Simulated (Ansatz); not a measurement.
# Sn (Im-3m) in Ansatz: notebook

One crystal, Sn, is run at these levels: r2SCAN; tasks: single point, equation of state.

All numbers are computed with Ansatz 0.2.0; they aren't measurements. Logs are shortened: lines on timing, memory, paths and dates and some standing lists are left out, and cuts for length are marked.

## Step 1: Starting point

The structure is cubic, space group Im-3m (No. 229). The conventional cell has a = 3.789 Å, b = 3.789 Å, c = 3.789 Å, α = 90.00°, β = 90.00°, γ = 90.00°. Sn (site symmetry m-3m) has 8 Sn at 3.28 Å as nearest neighbours.

This isn't the form of Sn at room conditions, which is tetragonal (white tin).

## Step 2: Single point, r2SCAN, 25.57 Å³/atom (volume scaled by 0.94)

Input file input.yaml:

```yaml
crystal:
  lattice:
    - [-1.8559746029, 1.8559746029, 1.8559746029]
    - [1.8559746029, -1.8559746029, 1.8559746029]
    - [1.8559746029, 1.8559746029, -1.8559746029]
  atoms:
    - { symbol: Sn, position: [0.0, 0.0, 0.0] }
hamiltonian:
  xc: r2scan
  pseudopotentials: { kind: paw }
kpoints:
  mp_grid: { grid: [10, 10, 10] }
scf:
  occupations: { method: fermi_dirac, width: 0.05 }
output:
  forces: true
  stress: true
  eigenvalues: true
```

Potentials or basis: Ansatz PAW.

Started as:

```
$ ansatz run input.yaml --threads 2 --pin off --max-ram 5632MiB --backend cpu --events-out ev --progress --plain --runs-dir out
```

Log:

```text
Warning: RAYON_NUM_THREADS=2 ignored (pool sized by the plan → 2); use --threads N
Engine: ansatz 0.2.0, aarch64-unknown-linux-gnu
Pseudopotentials: kind: paw
Pseudopotential: Sn, paw, valence charge 14, recommended cutoff 500 eV (meta_gga), Sn.paw.azcp
Functional definition: r2SCAN
  parameter k0 = 0.174
  parameter k1 = 0.065
  parameter a1 = 4.9479
  exchange = r2scan_x(k0 = k0, k1 = k1, a1 = a1)
  correlation = r2scan_c
Crystal: 1 atoms, lattice volume = 25.573 Å³
Basis set: ecut = 500 eV, 627 PW (Γ), exchange–correlation on 96×96×96 points (64 copies of the dense FFT grid, shifted against one another)
Bands: 11, of which v1, the nominal top of the filled ones, is band 7 counted from 1 (6 counted from 0)
Symmetry: 48 space group operations
Space group: Im-3m (ITA 229), of the structure as read, at distance tolerance 2.9e-5 Å
k-points: 47 of 1000
Non-local potential: Sn, projectors of the file, l = 0: 2, l = 1: 2, l = 2: 2, l = 3: 2
PAW form: soft (Blöchl's): semilocal exchange-correlation on the pseudo side does not see the compensation charge
PAW frozen core: Sn, regenerated for the run's functional (the file was generated under x = pbe(κ = 0.804, μ = 0.2195149727645171), c = pbe(β = 0.06672455060314922))
PAW one-centre angular grid: Sn, 590 points (default); XC on 249 of its mesh's 2787 points in the sphere
Initial density: superposition of atomic densities (neutral atoms: chi_scale 0, normalization atom), corrected by the library's trained network
Initial wavefunctions: pseudopotential atomic-orbital guess
Functional: x = r2scan, c = r2scan; τ floored in thin density (d = 2e-4 eV/Å³)
SCF iter   1: F=—  HF=-6038.365756 eV  |F-HF|=—  |Δ(HF+E_count)|=         —  Δρ=5.54e-3  dr2=3.11e-3  dr2_τ=4.29e-4  ethr=1.77e-3  ⟨swp⟩=5.1  Hψ=3093  notcnv=0
preconditioner: auto → Kerker (q_TF=auto, 2.468 Å⁻¹)  [metal: Δε(μ)=0.110 eV  Ē_g=24.648 eV  σ=0.050 eV  W_gap=0.49  n_scr=12 (ndim 8)  ℏωp=27.5 eV  f_vac=0.000  D(μ)=0.61/eV (n_scr^D=0)]
SCF iter   2: F=—  HF=-6038.374734 eV  |F-HF|=—  |Δ(HF+E_count)|=   8.98e-3  Δρ=2.69e-3  dr2=7.23e-4  dr2_τ=2.27e-5  ethr=2.22e-5  ⟨swp⟩=2.2  Hψ=1378  notcnv=0  defer=11
preconditioner: auto → none  [insulator: Δε(μ)=0.125 eV  Ē_g=24.605 eV  σ=0.050 eV  W_gap=0.53  n_scr=12 (ndim 8)  ℏωp=27.5 eV  f_vac=0.000  D(μ)=0.60/eV (n_scr^D=0)  ε∞_Penn≈2.2]
SCF iter   3: F=—  HF=-6038.375211 eV  |F-HF|=—  |Δ(HF+E_count)|=   4.77e-4  Δρ=6.03e-4  dr2=4.04e-5  dr2_τ=2.80e-6  ethr=5.17e-6  ⟨swp⟩=2.0  Hψ=656  notcnv=0  defer=11
SCF iter   4: F=—  HF=-6038.375212 eV  |F-HF|=—  |Δ(HF+E_count)|=   1.65e-6  Δρ=3.92e-5  dr2=3.69e-7  dr2_τ=8.06e-9  ethr=2.89e-7  ⟨swp⟩=2.0  Hψ=786  notcnv=0  defer=11
iter 5 did not close the SCF: its close was put off for the readings that it lacked (scf_convergence_deferred on its scf_iter line)
SCF iter   5: F=-6038.375214 eV  HF=-6038.375214 eV  |F-HF|=3.87e-8  |Δ(HF+E_count)|=   1.23e-6  Δρ=9.93e-6  dr2=1.33e-8  dr2_τ=3.02e-10  ethr=2.64e-9  ⟨swp⟩=2.0  Hψ=842  notcnv=0  defer=11
SCF iter   6: F=-6038.375214 eV  HF=-6038.375214 eV  |F-HF|=3.07e-10  |Δ(HF+E_count)|=   4.21e-8  Δρ=1.01e-6  dr2=1.16e-10  dr2_τ=8.95e-12  ethr=9.51e-11  ⟨swp⟩=3.3  Hψ=1823  notcnv=0
SCF 1 converged in 6 iterations: F = -6038.375214 eV  dr2 = 1.16e-10
SCF converged after 6 iterations
Free energy (F): -6038.375214 eV
Harris-Foulkes:  -6038.375214 eV  (|F-HF|=3.07e-10)
Internal energy: -6038.370367 eV  (E = F + TS)
E sigma→0 (E₀):  -6038.372790 eV
Entropy (-TS):   -0.004846 eV (-4.846 meV/atom)
Fermi energy:    11.733835 eV
--- Per-component energies (eV) ---
  E_band       = -78.181828
  E_kinetic    = 186.491045
  E_local      = -780.323362  (includes V_loc(G=0)·N_el)
  E_nonlocal   = -33.010572
  E_hartree    = 504.618997
  E_xc         = -375.211058
  E_vxc        = -105.273429  (∫ρ·V_xc dr)
  E_paw        = -4158.149702  (= ΣΔE_a)
  E_vpaw       = -362.050930  (= ΣTr[D̂ρ^β])
  E_aug_tail   = -0.000000  (compensation charges beyond the density's cutoff)
  E_vtau       = 6.747573  (kinetic-family band-sum trace: ∫τ·v_τ [+ j·A + Jᵃ·Aᵃ] dr)
  E_ewald      = -1383.521035
  E_core_change = 0.735320  (= ΣΔE_core)
  E_smearing   = -0.004846  (= −TS)
  E_closure    = 0.000000  (closes the sum)
  Σ components = -6038.375214   (vs F -6038.375214, Δ=0.00e0)
--- Forces (eV/Å), atoms counted from 1 ---
  atom   1  Sn    -0.00000000     0.00000000     0.00000000
  max |Σ_I F_I| component: 2.51e-31 eV/Å
--- Stress (GPa, compression-positive) ---
        2.539497       0.000000      -0.000000
        0.000000       2.539497      -0.000000
       -0.000000       0.000000       2.539497
  P = ⅓ Tr σ = 2.5395 GPa (25.395 kbar)
--- Band table (eV; the first three rows and the last of 47) ---
  k-point 0: bands = ["-10.6570", "-10.6570", "-10.6570", "-10.4781", "-10.4781", "-0.4028", "20.7953", "20.7953", "20.7953", "24.7193", "24.7193"]
  k-point 1: bands = ["-10.6629", "-10.6491", "-10.6303", "-10.4845", "-10.4790", "-0.1596", "18.8119", "19.8294", "20.4471", "23.1608", "23.3841"]
  k-point 2: bands = ["-10.6782", "-10.6332", "-10.5595", "-10.4978", "-10.4812", "0.5725", "15.2750", "18.2308", "19.5707", "22.0308", "22.1378"]
  k-point 46: bands = ["-10.6883", "-10.6883", "-10.3961", "-10.3961", "-10.3961", "9.8166", "11.0697", "11.0697", "11.0697", "15.8674", "15.8674"]
```

It took 1 s on 2 threads of Arm Neoverse V2, shared host; peak memory 0.33 GiB.

Results:

| Quantity | Value |
| --- | --- |
| Free energy | -6038.3752 eV |
| Pressure | 2.5 GPa |
| Band gap on the k mesh | none (metal or under the smearing width) |

Caveat: the PAW data sets come from PBE, with cores solved anew for the run's functional, which leaves a small shift of forces and pressure.

## Step 3: Single point, r2SCAN, 26.12 Å³/atom (volume scaled by 0.96)

input.yaml: that of step 2 with these lines changed.

```diff
@@ -2,5 +2,5 @@
   lattice:
-    - [-1.8559746029, 1.8559746029, 1.8559746029]
-    - [1.8559746029, -1.8559746029, 1.8559746029]
-    - [1.8559746029, 1.8559746029, -1.8559746029]
+    - [-1.8690452773, 1.8690452773, 1.8690452773]
+    - [1.8690452773, -1.8690452773, 1.8690452773]
+    - [1.8690452773, 1.8690452773, -1.8690452773]
   atoms:
```

Potentials or basis: Ansatz PAW.

Started as:

```
$ ansatz run input.yaml --threads 2 --pin off --max-ram 5632MiB --backend cpu --events-out ev --progress --plain --runs-dir out
```

Wall time 1.1 s (2 threads of Arm Neoverse V2, shared host); peak memory 0.33 GiB.

Results (log left out):

| Item | Value |
| --- | --- |
| Free energy | -6038.3817 eV |
| Pressure | 1.3 GPa |
| Band gap on the k mesh | none (metal or under the smearing width) |

Caveat: the PAW data sets come from PBE, with cores solved anew for the run's functional, which leaves a small shift of forces and pressure.

## Step 4: Single point, r2SCAN, 26.66 Å³/atom (volume scaled by 0.98)

input.yaml: that of step 3 with these lines changed.

```diff
@@ -2,5 +2,5 @@
   lattice:
-    - [-1.8690452773, 1.8690452773, 1.8690452773]
-    - [1.8690452773, -1.8690452773, 1.8690452773]
-    - [1.8690452773, 1.8690452773, -1.8690452773]
+    - [-1.881935652, 1.881935652, 1.881935652]
+    - [1.881935652, -1.881935652, 1.881935652]
+    - [1.881935652, 1.881935652, -1.881935652]
   atoms:
```

Started as:

```
$ ansatz run input.yaml --threads 2 --pin off --max-ram 5632MiB --backend cpu --events-out ev --progress --plain --runs-dir out
```

Wall time 1.1 s (2 threads of Arm Neoverse V2, shared host); peak memory 0.33 GiB.

It converged, with:

| Quantity | Value |
| --- | --- |
| Free energy | -6038.3842 eV |
| Pressure | 0.2 GPa |
| Band gap on the k mesh | none (metal or under the smearing width) |

Caveat: the PAW data sets come from PBE, with cores solved anew for the run's functional, which leaves a small shift of forces and pressure.

## Step 5: Single point, r2SCAN, 27.20 Å³/atom

Input file input.yaml:

```yaml
crystal:
  lattice:
    - [-1.8946518192, 1.8946518192, 1.8946518192]
    - [1.8946518192, -1.8946518192, 1.8946518192]
    - [1.8946518192, 1.8946518192, -1.8946518192]
  atoms:
    - { symbol: Sn, position: [0.0, 0.0, 0.0] }
hamiltonian:
  xc: r2scan
  pseudopotentials: { kind: paw }
kpoints:
  mp_grid: { grid: [10, 10, 10] }
scf:
  occupations: { method: fermi_dirac, width: 0.05 }
output:
  forces: true
  stress: true
  eigenvalues: true
  write_density: true
  write_potential: true
  elf: true
  volumetric_format: npy
```

Started as:

```
$ ansatz run input.yaml --threads 2 --pin off --max-ram 5632MiB --backend cpu --events-out ev --progress --plain --runs-dir out
```

It took 1.3 s on 2 threads of Arm Neoverse V2, shared host; peak memory 0.34 GiB.

It converged, with:

```
Free energy            : -6038.3832 eV
Pressure               : -0.8 GPa
Band gap on the k mesh : none (metal or under the smearing width)
```

Caveat: the PAW data sets come from PBE, with cores solved anew for the run's functional, which leaves a small shift of forces and pressure.

## Step 6: Single point, r2SCAN, 27.75 Å³/atom (volume scaled by 1.02)

Input file input.yaml:

```yaml
crystal:
  lattice:
    - [-1.9071995479, 1.9071995479, 1.9071995479]
    - [1.9071995479, -1.9071995479, 1.9071995479]
    - [1.9071995479, 1.9071995479, -1.9071995479]
  atoms:
    - { symbol: Sn, position: [0.0, 0.0, 0.0] }
hamiltonian:
  xc: r2scan
  pseudopotentials: { kind: paw }
kpoints:
  mp_grid: { grid: [10, 10, 10] }
scf:
  occupations: { method: fermi_dirac, width: 0.05 }
output:
  forces: true
  stress: true
  eigenvalues: true
```

Potentials or basis: Ansatz PAW.

Started as:

```
$ ansatz run input.yaml --threads 2 --pin off --max-ram 5632MiB --backend cpu --events-out ev --progress --plain --runs-dir out
```

Wall time 1.2 s (2 threads of Arm Neoverse V2, shared host); peak memory 0.34 GiB.

Results (log left out):

```
Free energy            : -6038.3791 eV
Pressure               : -1.6 GPa
Band gap on the k mesh : none (metal or under the smearing width)
```

Caveat: the PAW data sets come from PBE, with cores solved anew for the run's functional, which leaves a small shift of forces and pressure.

## Step 7: Single point, r2SCAN, 28.29 Å³/atom (volume scaled by 1.04)

input.yaml: that of step 6 with these lines changed.

```diff
@@ -2,5 +2,5 @@
   lattice:
-    - [-1.9071995479, 1.9071995479, 1.9071995479]
-    - [1.9071995479, -1.9071995479, 1.9071995479]
-    - [1.9071995479, 1.9071995479, -1.9071995479]
+    - [-1.9195843076, 1.9195843076, 1.9195843076]
+    - [1.9195843076, -1.9195843076, 1.9195843076]
+    - [1.9195843076, 1.9195843076, -1.9195843076]
   atoms:
```

Started as:

```
$ ansatz run input.yaml --threads 2 --pin off --max-ram 5632MiB --backend cpu --events-out ev --progress --plain --runs-dir out
```

Run time: 1.1 s. Hardware: 2 threads of Arm Neoverse V2, shared host; peak memory 0.34 GiB.

The run converged. Its results:

* Free energy: -6038.3723 eV
* Pressure: -2.4 GPa
* Band gap on the k mesh: none (metal or under the smearing width)

Caveat: the PAW data sets come from PBE, with cores solved anew for the run's functional, which leaves a small shift of forces and pressure.

## Step 8: Single point, r2SCAN, 28.84 Å³/atom (volume scaled by 1.06)

input.yaml: that of step 7 with these lines changed.

```diff
@@ -2,5 +2,5 @@
   lattice:
-    - [-1.9195843076, 1.9195843076, 1.9195843076]
-    - [1.9195843076, -1.9195843076, 1.9195843076]
-    - [1.9195843076, 1.9195843076, -1.9195843076]
+    - [-1.9318112889, 1.9318112889, 1.9318112889]
+    - [1.9318112889, -1.9318112889, 1.9318112889]
+    - [1.9318112889, 1.9318112889, -1.9318112889]
   atoms:
```

Started as:

```
$ ansatz run input.yaml --threads 2 --pin off --max-ram 5632MiB --backend cpu --events-out ev --progress --plain --runs-dir out
```

It took 1.2 s on 2 threads of Arm Neoverse V2, shared host; peak memory 0.34 GiB.

The run converged. Its results:

```
Free energy            : -6038.3631 eV
Pressure               : -3.1 GPa
Band gap on the k mesh : none (metal or under the smearing width)
```

Caveat: the PAW data sets come from PBE, with cores solved anew for the run's functional, which leaves a small shift of forces and pressure.

## Step 9: Equation of state, r2SCAN

Potentials or basis: Ansatz PAW.

This step only gathers the single runs of the series.

What came out:

```
Equilibrium volume                      : 26.77 Å³/atom
Bulk modulus                            : 49 GPa
Pressure derivative of the bulk modulus : 4.9
```

Energy against volume, from the lowest point:
```tsv
volume (Å³/atom)	energy (meV/atom)
25.573	8.96
26.117	2.51
26.661	0.00
27.205	0.97
27.749	5.04
28.293	11.85
28.837	21.11
```

Caveat: the PAW data sets were made with another functional, which shifts forces and pressure a little.
